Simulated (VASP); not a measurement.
Crystal: C.

```
C
1.0
     0.00000    1.78337    1.78337
     1.78337    0.00000    1.78337
     1.78337    1.78337    0.00000
C
2
Direct
  0.00000 0.00000 0.00000
  0.25000 0.25000 0.25000
```

This isn't the form of C at room conditions, which is graphite.

Base run:

| Quantity | Value |
| --- | --- |
| Program | VASP 6.6.1 |
| Functional | PBE |
| Potentials or basis | VASP PAW PBE potentials, release 64 (C) |
| Cutoff | 520 eV |
| k mesh | 8 × 8 × 8 |
| Occupations | gaussian, width 0.03 eV |
| Spin | no spin polarisation |

Its results: band gap on the k mesh 4.13 eV, indirect (least direct gap 5.59 eV); pressure 2.5 GPa.

**Question.** The run is repeated on the same cell with these changes: functional from PBE to PBEsol. What comes out?

**Answer.** Band gap on the k mesh 4.00 eV, indirect (least direct gap 5.54 eV); pressure -3.8 GPa.

PBEsol binds more tightly than PBE, so the same cell stands under less pressure.

Caveats: the PAW data sets were made with another functional, which shifts forces and pressure a little (some runs).

A k mesh can miss the band edges.
